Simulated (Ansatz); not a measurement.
**C under changes of volume**

One of the cells (5.672 Å³/atom); the others are scaled copies at fixed shape and fractional positions:

```
CELL_PARAMETERS angstrom
0.00000 1.78337 1.78337
1.78337 0.00000 1.78337
1.78337 1.78337 0.00000
ATOMIC_POSITIONS crystal
C 0.75000 0.75000 0.75000
C 0.50000 0.50000 0.50000
```

This isn't the form of C at room conditions, which is graphite.

- Program: Ansatz 0.2.0
- Functional: PBEsol
- Dispersion: D4
- Potentials or basis: Ansatz PAW
- Cutoff: 420 eV (not typed: the program's choice for these potentials)
- k mesh: 13 × 13 × 13
- Occupations: fermi-dirac, width 0.05 eV
- Spin: no spin polarisation

| volume (Å³/atom) | energy over the lowest point (meV/atom) | pressure (GPa) | gap on the mesh (eV) |
| --- | --- | --- | --- |
| 5.332 | ? | ? | ? |
| 5.445 | 4.21 | 11.0 | 4.11 |
| 5.558 | 0.00 | 1.1 | 4.06 |
| 5.672 | 2.38 | -7.8 | 4.02 |
| 5.785 | 10.86 | -16.0 | 3.97 |
| 5.899 | 24.82 | -23.4 | 3.94 |
| 6.012 | 43.81 | -30.1 | 3.90 |

What does the run at 5.332 Å³/atom give?

Energy over the lowest point 15.78 meV/atom; pressure 21.8 GPa; gap on the mesh 4.16 eV.

Worked out: A Birch-Murnaghan fit of order 3 (a polynomial in V^(-2/3)) to the other rows has its minimum at 5.57 Å³/atom with B0 = V·E''(V) = 454 GPa and B' = 3.5. It gives 15.61 meV/atom at 5.332 Å³/atom, against the run's 15.78, and -dE/dV = 21.6 GPa, against 21.8. A straight line through the other rows of the gap, of slope -2.11 eV per unit of ln V, extrapolates to 4.15 eV, against the run's 4.16.

Energies are extrapolated to zero smearing.

Caveats: odd divisions of the mesh miss points on the zone boundary, where band edges often lie, so the gap on the mesh can be too wide; the PAW data sets come from PBE, with cores solved anew for the run's functional, which leaves a small shift of forces and pressure.

A mesh can miss the band edges.
